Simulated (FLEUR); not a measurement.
# Ge (P6_3/mmc) in FLEUR: a series of runs, part 2 of 2

FLEUR MaX-R8.1 (later development tree). Earlier steps stand in the parts before.

### Step 3. Equation of state, PBEsol, 21.46 Å³/atom (volume scaled by 0.94)

inp.xml

```xml
<?xml version="1.0" encoding="UTF-8" standalone="no"?>
<fleurInput fleurInputVersion="0.39">
   <comment>
      Ge                                                                                                  
   </comment>
   <calculationSetup>
      <cutoffs Kmax="4.71" Gmax="14.6" GmaxXC="14.6" numbands="0"/>
      <scfLoop itmax="60" minDistance="0.00001" maxIterBroyd="15" imix="Anderson" alpha="0.05" precondParam="0.0" spinf="2.0" sdNocoIR="T"/>
      <coreElectrons ctail="T" frcor="F" kcrel="0" coretail_lmax="0"/>
      <xcFunctional name="PBEs" relativisticCorrections="F"/>
      <magnetism jspins="1"/>
      <soc l_soc="F" theta="0.0" phi="0.0" spav="F"/>
      <expertModes spex="0" secvar="F"/>
      <geometryOptimization l_f="F" forcealpha="1.0" forcemix="BFGS" epsdisp="0.0005" epsforce="0.0002"/>
      <ldaU l_linMix="F" mixParam="0.05" spinf="1.0"/>
   </calculationSetup>
   <cell>
      <bzIntegration valenceElectrons="88.0" mode="hist" fermiSmearingEnergy="0.00183747">
         <kPointListSelection listName="default-1"/>
         <!-- k-points included here -->
         <xi:include xmlns:xi="http://www.w3.org/2001/XInclude" href="kpts.xml"> </xi:include>
      </bzIntegration>
      <!-- symmetry operations included here -->
      <xi:include xmlns:xi="http://www.w3.org/2001/XInclude" href="sym.xml"> </xi:include>
      <bulkLattice scale="0.9795861087">
         <bravaisMatrix>
            <row-1>    7.5543424030371860     0.0000000000000000     0.0000000000000000</row-1>
            <row-2>   -3.7771712016130796     6.5422524300416010     0.0000000000000000</row-2>
            <row-3>    0.0000000000000000     0.0000000000000000    12.4710169182241923</row-3>
         </bravaisMatrix>
      </bulkLattice>
   </cell>
   <atomSpecies>
      <species name="Germanium (Ge)" element="Ge" atomicNumber="32">
         <mtSphere radius="2.08" gridPoints="711" logIncrement="0.017"/>
         <atomicCutoffs lmax="9" lnonsphr="9"/>
         <electronConfig flipSpins="F">
            <coreConfig>(1s1/2) (2s1/2) (2p1/2) (2p3/2)</coreConfig>
            <valenceConfig>(3s1/2) (3p1/2) (3p3/2) (4s1/2) (3d3/2) (3d5/2) (4p1/2) (4p3/2)</valenceConfig>
            <stateOccupation state="(4p1/2)" spinUp="0.333333" spinDown="0.333333"/>
            <stateOccupation state="(4p3/2)" spinUp="0.666667" spinDown="0.666667"/>
         </electronConfig>
         <energyParameters s="4" p="4" d="3" f="4"/>
         <lo type="SCLO" l="0" n="3" eDeriv="0"/>
         <lo type="SCLO" l="1" n="3" eDeriv="0"/>
         <lo type="SCLO" l="1" n="3" eDeriv="1"/>
         <lo type="HELO" l="2" n="4" eDeriv="0"/>
         <lo type="HELO" l="2" n="4" eDeriv="1"/>
         <lo type="SCLO" l="3" n="4" eDeriv="2"/>
      </species>
   </atomSpecies>
   <atomGroups>
      <atomGroup species="Germanium (Ge)">
         <relPos label="                   1">1.000/3.000 -1.000/3.000 -.0629012500</relPos>
         <relPos label="                   2">-1.000/3.000 1.000/3.000 .4370987500</relPos>
         <relPos label="                   3">1.000/3.000 -1.000/3.000 -.4370987500</relPos>
         <relPos label="                   4">-1.000/3.000 1.000/3.000 .0629012500</relPos>
         <force calculate="T" relaxXYZ="TTT"/>
      </atomGroup>
   </atomGroups>
   <output dos="F" band="F" slice="F">
      <checks vchk="F" cdinf="F"/>
      <bandDOS minEnergy="-.5*Htr" maxEnergy="0.5*Htr" sigma="0.015" storeEVData="T"/>
      <vacuumDOS vacdos="F" integ="F" star="F" nstars="0" locx1="0.0" locy1="0.0" locx2="0.0" locy2="0.0" nstm="0" tworkf="0.0"/>
      <unfoldingBand unfoldBand="F" supercellX="1" supercellY="1" supercellZ="1"/>
      <plotting iplot="0" polar="F">
         <plot TwoD="T" vec1="  1.0  0.0  0.0" vec2="  0.0  1.0  0.0" vec3="  0.0  0.0  1.0" zero="  0.0  0.0  0.0" file="plot"/>
      </plotting>
      <chargeDensitySlicing numkpt="0" minEigenval="0.0" maxEigenval="0.0" nnne="0" pallst="F"/>
      <specialOutput eonly="F"/>
      <moessbauerParams electricFieldGradient="T" isomerShift="T" coreHyperfine="T" valenceHyperfine="T"/>
      <magneticCircularDichroism mcd="F" energyLo="-10.0" energyUp="0.0"/>
   </output>
  <!-- We include the file relax.xml here to enable relaxations (see documentation) -->
  <xi:include xmlns:xi="http://www.w3.org/2001/XInclude" href="relax.xml"> <xi:fallback/> </xi:include>
</fleurInput>
```

Potentials or basis: all-electron, FLAPW.

Command:

```bash
$ inpgen -f crystal.txt -profile fastHighL
$ # inp.xml edited to the form shown
$ mpirun -n 4 fleur_MPI -pe_per_kpt 1
```

Output:

```text
Welcome to FLEUR        (www.flapw.de)
      MaX-Release 8.1          (www.max-centre.eu)

 ========== k-point set info ==========
 Selected k-point list: default-1
 k-point list type: mesh
 8 x 8 x 4
 Number of k points: 30

 ------------Calculation Setup---------------------------
 Number of MPI-tasks      :            4
 Number of PE/node        :            4
 Number of OMP-threads    :            1
 Using exactly            1  PE per kpt
 Using exactly            1  PE per kpt
 Using exactly            1  PE per kpt
 k-points in parallel     :            4
 pe's per k-point         :            1
 No of k-point loops      :            7
 Info/Warning             : your k-point parallelism is not fully load-balanced
 Using exactly            1  PE per kpt
 Eigenvalue solver        :       lapack
 Number of basis functions:         1218
 Approximate size of matrices (H+S) per k-point:         0.022 GB
 --------------------------------------------------------
 Iteration:     1   Distance:       7.03496166 me/bohr^3
 Iteration:     2   Distance:       6.58074771 me/bohr^3
 Iteration:     3   Distance:       2.46846070 me/bohr^3
 Iteration:     4   Distance:       0.37216448 me/bohr^3
 Iteration:     5   Distance:       0.37607375 me/bohr^3
 Iteration:     6   Distance:       0.05171023 me/bohr^3
 Iteration:     7   Distance:       0.02954093 me/bohr^3
 Iteration:     8   Distance:       0.00830933 me/bohr^3
 Iteration:     9   Distance:       0.00182325 me/bohr^3
 Iteration:    10   Distance:       0.00181134 me/bohr^3
 Iteration:    11   Distance:       0.00018908 me/bohr^3
 Iteration:    12   Distance:       0.00001321 me/bohr^3
 Iteration:    13   Distance:       0.00001958 me/bohr^3
 Iteration:    14   Distance:       0.00000072 me/bohr^3

 ********************************************************************
 Run finished successfully
 Stop message:
   all done
 ********************************************************************
```

Wall time 41 s (4 MPI ranks of AMD EPYC 9R45 (Zen 5), shared host).

What came out:

```yaml
Free_energy: -228309.9668 eV
Band_gap_on_the_k_mesh: none (metal or under the smearing width)
Valence_electrons_inside_the_program's_atomic_spheres: Ge 19.81 (radii Ge 2.08 bohr)
```

### Step 4. Equation of state, PBEsol, 21.92 Å³/atom (volume scaled by 0.96)

Changes to inp.xml since step 3:

```diff
@@ -24,3 +24,3 @@
       <xi:include xmlns:xi="http://www.w3.org/2001/XInclude" href="sym.xml"> </xi:include>
-      <bulkLattice scale="0.9795861087">
+      <bulkLattice scale="0.9864848297">
          <bravaisMatrix>
```

Command:

```bash
$ inpgen -f crystal.txt -profile fastHighL
$ # inp.xml edited to the form shown
$ mpirun -n 4 fleur_MPI -pe_per_kpt 1
```

It took 44 s on 4 MPI ranks of AMD EPYC 9R45 (Zen 5), shared host.

Results (log left out):

| Item | Value |
| --- | --- |
| Free energy | -228310.0104 eV |
| Band gap on the k mesh | none (metal or under the smearing width) |
| Valence electrons inside the program's atomic spheres | Ge 19.80 (radii Ge 2.08 bohr) |

### Step 5. Equation of state, PBEsol, 22.38 Å³/atom (volume scaled by 0.98)

Changes to inp.xml since step 4:

```diff
@@ -24,3 +24,3 @@
       <xi:include xmlns:xi="http://www.w3.org/2001/XInclude" href="sym.xml"> </xi:include>
-      <bulkLattice scale="0.9864848297">
+      <bulkLattice scale="0.9932883884">
          <bravaisMatrix>
```

Command:

```bash
$ inpgen -f crystal.txt -profile fastHighL
$ # inp.xml edited to the form shown
$ mpirun -n 4 fleur_MPI -pe_per_kpt 1
```

Wall time 47 s (4 MPI ranks of AMD EPYC 9R45 (Zen 5), shared host).

Results (log left out):

| Property | Result |
| --- | --- |
| Free energy | -228310.0345 eV |
| Band gap on the k mesh | none (metal or under the smearing width) |
| Valence electrons inside the program's atomic spheres | Ge 19.78 (radii Ge 2.08 bohr) |

### Step 6. Equation of state, PBEsol, 22.83 Å³/atom

Changes to inp.xml since step 5:

```diff
@@ -24,3 +24,3 @@
       <xi:include xmlns:xi="http://www.w3.org/2001/XInclude" href="sym.xml"> </xi:include>
-      <bulkLattice scale="0.9932883884">
+      <bulkLattice scale="1.0000000000">
          <bravaisMatrix>
```

Potentials or basis: all-electron, FLAPW.

Command:

```bash
$ inpgen -f crystal.txt -profile fastHighL
$ # inp.xml edited to the form shown
$ mpirun -n 4 fleur_MPI -pe_per_kpt 1
```

Run time: 49 s. Hardware: 4 MPI ranks of AMD EPYC 9R45 (Zen 5), shared host.

Results (log left out):

| Quantity | Value |
| --- | --- |
| Free energy | -228310.0418 eV |
| Band gap on the k mesh | 0.10 eV, indirect (least direct gap 0.16 eV) |
| Valence electrons inside the program's atomic spheres | Ge 19.77 (radii Ge 2.08 bohr) |

### Step 7. Equation of state, PBEsol, 23.29 Å³/atom (volume scaled by 1.02)

Changes to inp.xml since step 6:

```diff
@@ -24,3 +24,3 @@
       <xi:include xmlns:xi="http://www.w3.org/2001/XInclude" href="sym.xml"> </xi:include>
-      <bulkLattice scale="1.0000000000">
+      <bulkLattice scale="1.0066227096">
          <bravaisMatrix>
```

Command:

```bash
$ inpgen -f crystal.txt -profile fastHighL
$ # inp.xml edited to the form shown
$ mpirun -n 4 fleur_MPI -pe_per_kpt 1
```

Wall time 50 s (4 MPI ranks of AMD EPYC 9R45 (Zen 5), shared host).

Results (log left out):

* Free energy: -228310.0341 eV
* Band gap on the k mesh: 0.17 eV, indirect (least direct gap 0.25 eV)
* Valence electrons inside the program's atomic spheres: Ge 19.75 (radii Ge 2.08 bohr)

### Step 8. Equation of state, PBEsol, 23.75 Å³/atom (volume scaled by 1.04)

Changes to inp.xml since step 7:

```diff
@@ -24,3 +24,3 @@
       <xi:include xmlns:xi="http://www.w3.org/2001/XInclude" href="sym.xml"> </xi:include>
-      <bulkLattice scale="1.0066227096">
+      <bulkLattice scale="1.0131594038">
          <bravaisMatrix>
```

Command:

```bash
$ inpgen -f crystal.txt -profile fastHighL
$ # inp.xml edited to the form shown
$ mpirun -n 4 fleur_MPI -pe_per_kpt 1
```

Run time: 52 s. Hardware: 4 MPI ranks of AMD EPYC 9R45 (Zen 5), shared host.

Results (log left out):

```yaml
Free_energy: -228310.0129 eV
Band_gap_on_the_k_mesh: 0.11 eV, indirect (least direct gap 0.19 eV)
Valence_electrons_inside_the_program's_atomic_spheres: Ge 19.74 (radii Ge 2.08 bohr)
```

### Step 9. Equation of state, PBEsol, 24.20 Å³/atom (volume scaled by 1.06)

Changes to inp.xml since step 8:

```diff
@@ -24,3 +24,3 @@
       <xi:include xmlns:xi="http://www.w3.org/2001/XInclude" href="sym.xml"> </xi:include>
-      <bulkLattice scale="1.0131594038">
+      <bulkLattice scale="1.0196128224">
          <bravaisMatrix>
```

Potentials or basis: all-electron, FLAPW.

Command:

```bash
$ inpgen -f crystal.txt -profile fastHighL
$ # inp.xml edited to the form shown
$ mpirun -n 4 fleur_MPI -pe_per_kpt 1
```

It took 52 s on 4 MPI ranks of AMD EPYC 9R45 (Zen 5), shared host.

Results (log left out):

```yaml
Free_energy: -228309.9793 eV
Band_gap_on_the_k_mesh: 0.06 eV, indirect (least direct gap 0.14 eV)
Valence_electrons_inside_the_program's_atomic_spheres: Ge 19.73 (radii Ge 2.08 bohr)
```

### Step 10. Equation of state, PBEsol

No new run: the results of the series are fitted here.

Results:

| Quantity | Value |
| --- | --- |
| Equilibrium volume | 22.82 Å³/atom |
| Bulk modulus at fixed shape and positions | 67 GPa |
| Pressure derivative of the bulk modulus | 4.6 (rough: it moves with the points fitted) |

Energy against volume, from the lowest point:
```csv
volume (Å³/atom),energy (meV/atom)
21.463,18.76
21.920,7.86
22.377,1.84
22.833,0.00
23.290,1.93
23.747,7.23
24.203,15.65
```

Caveat: the cell was scaled at fixed shape and fractional positions, which overstates the stiffness of a crystal with free parameters, most of all of layers and chains.
